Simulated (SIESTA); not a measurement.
## ZnS (Wurtzite-6H) under changes of volume

One of the cells (19.600 Å³/atom); the others are scaled copies at fixed shape and fractional positions:

```xyz
12
Lattice="3.8120 0.0000 0.0000 -1.9060 3.3013 0.0000 0.0000 0.0000 18.6900" Properties=species:S:1:pos:R:3 pbc="T T T"
Zn    0.0000    2.2009   15.5749
Zn    1.9060    1.1004    6.2299
Zn    1.9060    1.1004   12.4601
Zn    0.0000    2.2009    3.1151
Zn    0.0000    0.0000    9.3450
Zn    0.0000    0.0000    0.0000
S     0.0000    2.2009   17.9112
S     1.9060    1.1004    8.5662
S     1.9060    1.1004   14.7963
S     0.0000    2.2009    5.4513
S     0.0000    0.0000   11.6812
S     0.0000    0.0000    2.3362
```

```yaml
Program: SIESTA 5.4.2
Functional: vdW-DF
Potentials_or_basis: PseudoDojo 0.4 standard (PBE files)
Basis: DZP (energy shift 0.002 Ry)
Grid_cutoff: 800 Ry
Energy_shift: 0.002 Ry
k_mesh: 6 × 6 × 1
Occupations: fermi-dirac, width 0.05 eV
Spin: no spin polarisation
```

```tsv
volume (Å³/atom)	energy over the lowest point (meV/atom)	pressure (GPa)	gap on the mesh (eV)	largest force (eV/Å)
18.424	116.76	14.0	3.38	0.032
18.816	?	?	?	?
19.208	59.23	9.4	3.11	0.033
19.600	38.52	7.7	2.99	0.035
19.992	21.68	6.0	2.87	0.035
20.384	9.12	4.4	2.75	0.034
20.776	0.00	3.0	2.63	0.033
```

**Question.** What does the run at 18.816 Å³/atom give?

**Answer.** Energy over the lowest point 85.10 meV/atom; pressure 11.8 GPa; gap on the mesh 3.24 eV; largest force 0.032 eV/Å.

Worked out: A Birch-Murnaghan fit of order 3 (a polynomial in V^(-2/3)) to the other rows has no minimum within the range. It gives 85.26 meV/atom at 18.816 Å³/atom, against the run's 85.10, and -dE/dV = 11.7 GPa, against 11.8. A straight line through the other rows of the gap, of slope -6.21 eV per unit of ln V (its deformation potential), gives 3.24 eV, against the run's 3.24.

Energies are extrapolated to zero smearing.

Caveats: semicore shells carry a single zeta, which can move pressures by several GPa and volumes by a few percent; the valence orbitals were made in a potential fitted to the semicore shell under them, which widens gaps by tenths of an eV or more; the potentials were made for another functional, which shifts forces and pressure; the cell's inner coordinates are idealised or old, which leaves forces on the atoms; the basis of atomic orbitals isn't converged, which shifts pressures, moduli and gaps.
